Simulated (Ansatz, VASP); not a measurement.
# Si in VASP and in Ansatz

INCAR

```
PREC = Accurate
ENCUT = 520
EDIFF = 1E-7
ISMEAR = 0
SIGMA = 0.05
LREAL = F
LASPH = T
NELM = 80
ALGO = Normal
ISIF = 2
LWAVE = F
LCHARG = F
GGA = PE
NBANDS = 11
```

File KPOINTS:

```
Automatic mesh
0
Gamma
  8 8 8
```

The input POSCAR:

```
Si
1.0
    0.0000000000      2.7826189619      2.6390440277
    2.7826189619      0.0000000000      2.6390440277
    2.7826189619      2.7826189619      0.0000000000
Si
2
Direct
    0.5000000000      0.5000000000      0.5000000000
    0.7500000000      0.7500000000      0.7500000000
```

Input for Ansatz:

```yaml
crystal:
  lattice:
    - [0.0, 2.7826189619, 2.6390440277]
    - [2.7826189619, 0.0, 2.6390440277]
    - [2.7826189619, 2.7826189619, 0.0]
  atoms:
    - { symbol: Si, position: [0.5, 0.5, 0.5] }
    - { symbol: Si, position: [0.75, 0.75, 0.75] }
basis:
  ecutwfc: 420
kpoints:
  mp_grid: { grid: [8, 8, 8] }
hamiltonian:
  xc: pbe
  pseudopotentials: { kind: paw, azcp: { folder: soft_1 } }
scf:
  occupations: { method: gaussian, width: 0.05 }
output:
  forces: true
  stress: true
  eigenvalues: true
```

Change from the starting cell: strain +e along x and -e along y +0.0000, strain +e along z and -e/2 along x and y -0.0350.

Alike in both runs: task single point; functional PBE; k mesh 8 × 8 × 8; occupations gaussian, width 0.05 eV; no spin polarisation.

```csv
,VASP,Ansatz
version,VASP 6.6.1,Ansatz 0.2.0
potentials or method,"VASP PAW PBE potentials, release 64 (Si)","scalar-relativistic, plane waves, PAW"
plane-wave cutoff (eV),520,420
valence electrons in the cell,8,8
```

|  | VASP | Ansatz | Ansatz less VASP |
| --- | --- | --- | --- |
| gap on the k mesh at the Fermi level (eV) | 0.10 | 0.10 | -0.002 |
| least direct gap on the mesh (eV) | 2.20 | 2.20 | -0.005 |
| pressure (GPa) | 0.0 | 0.0 | +0.06 |
| largest component of the traceless stress (GPa) | 3.10 | 3.09 | -0.009 |

With one functional, cell and mesh, what is left measures potentials, basis and numerics.
